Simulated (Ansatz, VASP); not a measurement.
One calculation of Be, two programs

Contents of POSCAR:

```
Be
1.0
   -1.2658080948      1.2658080948      1.2658080948
    1.2658080948     -1.2658080948      1.2658080948
    1.2658080948      1.2658080948     -1.2658080948
Be
1
Direct
    0.0000000000      0.0000000000      0.0000000000
```

Contents of INCAR.step1:

```
PREC     = Accurate       # precision mode
ENCUT    = 600            # plane-wave cutoff, eV
ISMEAR   = -1             # smearing method
SIGMA    = 0.1            # smearing width, eV
LREAL    = F              # projectors in reciprocal space
LASPH    = T              # aspherical terms in the spheres
NELM     = 60             # most SCF steps
GGA      = PE             # functional
ALGO     = Normal         # electronic algorithm
EDIFF    = 1E-4           # SCF threshold, eV
LWAVE    = T              # write WAVECAR
LCHARG   = F              # write CHGCAR
```

Contents of INCAR.step2:

```
PREC     = Accurate       # precision mode
ENCUT    = 600            # plane-wave cutoff, eV
EDIFF    = 1E-7           # SCF threshold, eV
ISMEAR   = -1             # smearing method
SIGMA    = 0.1            # smearing width, eV
LREAL    = F              # projectors in reciprocal space
LASPH    = T              # aspherical terms in the spheres
NELM     = 60             # most SCF steps
ALGO     = Normal         # electronic algorithm
ISIF     = 3              # what is computed and relaxed
LWAVE    = F              # write WAVECAR
LCHARG   = F              # write CHGCAR
METAGGA  = R2SCAN         # meta-GGA
LMIXTAU  = T            
IBRION   = 2              # ionic algorithm
NSW      = 80             # ionic steps
EDIFFG   = -0.01          # ionic threshold
ISTART   = 1
```

The input KPOINTS:

```
regular mesh
0
Gamma
  17 17 17
```

Input for Ansatz:

```yaml
crystal:
  lattice:
    - [-1.2658080948, 1.2658080948, 1.2658080948]
    - [1.2658080948, -1.2658080948, 1.2658080948]
    - [1.2658080948, 1.2658080948, -1.2658080948]
  atoms:
    - { symbol: Be, position: [0.0, 0.0, 0.0] }
hamiltonian:
  xc: r2scan
  pseudopotentials:
    kind: paw
    azcp:
      Be: "pseudopotentials/Be.paw.azcp"
basis:
  ecutwfc: 500
  fft_grid_basis: typed
kpoints:
  mp_grid: { grid: [17, 17, 17], shift: [0, 0, 0] }
magnetization:
  spin_polarized: false
scf:
  occupations: { method: fermi_dirac, width: 0.1 }
relax:
  max_steps: 60
  f_tol: 0.01
  cell: {}
output:
  write_density: true
  write_potential: true
  elf: true
  volumetric_format: npy
```

The cell was built by a generator and needn't be a form met in nature.

Alike in both runs: task relaxation of cell and atoms; functional r2SCAN; k mesh 17 × 17 × 17; occupations fermi-dirac, width 0.1 eV; no spin polarisation.

|  | VASP | Ansatz |
| --- | --- | --- |
| version | VASP 6.6.1 | Ansatz 0.2.0 |
| potentials or method | VASP PAW PBE potentials, release 64 (Be) | plane waves (500 eV) with PAW, scalar-relativistic |
| plane-wave cutoff (eV) | 600 | 500 |
| valence electrons in the cell | 2 | 2 |

Ansatz gave:

```
relaxed volume (Å³/atom)                                     : 7.83
relaxed cell length with the largest relative difference (Å) : 2.167
energy change over the relaxation (meV/atom)                 : -4
```

Task: Estimate VASP's values.

Result: Relaxed volume (Å³/atom): 7.84; relaxed cell length with the largest relative difference (Å): 2.168; energy change over the relaxation (meV/atom): -4.

Caveats: the PAW data sets were made with another functional, which shifts forces and pressure a little (VASP).
